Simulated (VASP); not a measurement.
Write the native input for VASP 6.6.1 that does the following.

* Task: relaxation of cell and atoms
* Functional: PBEsol
* Potentials or basis: VASP PAW PBE potentials, release 64 (Ga_d, As)
* Cutoff: 600 eV
* k mesh: 10 × 10 × 10
* Occupations: gaussian, width 0.03 eV
* Spin: no spin polarisation
* Further INCAR settings: ALGO = Normal; EDIFF = 1e-07; IBRION = 2; EDIFFG = -0.005; NSW = 90; ISIF = 3

The structure of GaAs lies in POSCAR:

```
GaAs                                    
1.0
    0.0000000000      2.8313993253      2.8313993253
    2.8313993253     -0.0000000000      2.8313993253
    2.8313993253      2.8313993253      0.0000000000
  Ga              As            
     1     1
Direct
     0.0000000000000000    0.0000000000000000    0.0000000000000000
     0.2500000000000000    0.2500000000000000    0.2500000000000000
```

One way to write it, as run:

INCAR

```
ALGO     = Normal         # electronic algorithm
EDIFF    = 1E-7           # SCF threshold, eV
EDIFFG   = -0.005         # ionic threshold
ENCUT    = 600            # plane-wave cutoff, eV
GGA      = PS             # functional
IBRION   = 2              # ionic algorithm
ISIF     = 3              # what is computed and relaxed
ISMEAR   = 0              # smearing method
LASPH    = True           # aspherical terms in the spheres
LCHARG   = False          # write CHGCAR
LREAL    = False          # projectors in reciprocal space
LWAVE    = False          # write WAVECAR
NELM     = 80             # most SCF steps
NSW      = 90             # ionic steps
PREC     = Accurate       # precision mode
SIGMA    = 0.03           # smearing width, eV
```

KPOINTS

```
k-points
0
Gamma
  10 10 10
```

Potentials or basis: VASP PAW PBE potentials, release 64 (Ga_d, As).

Run with:

```sh
$ cat potpaw_PBE.64/Ga_d/POTCAR potpaw_PBE.64/As/POTCAR > POTCAR
$ mpirun -np 1 vasp_std > vasp.out
```

Results of the run:

| Quantity | Value |
| --- | --- |
| Pressure after relaxing | 0.0 GPa |
| Band gap on the k mesh | 0.42 eV, direct |

Caveat: the relaxation stopped at its first step, so nothing moved; the PAW data sets were made with another functional, which shifts forces and pressure a little.

Run time: 21 s on 1 thread of Intel(R) Xeon(R) Platinum 8375C CPU @ 2.90GHz (Ice Lake), on a shared host, peak memory 0.19 GiB.
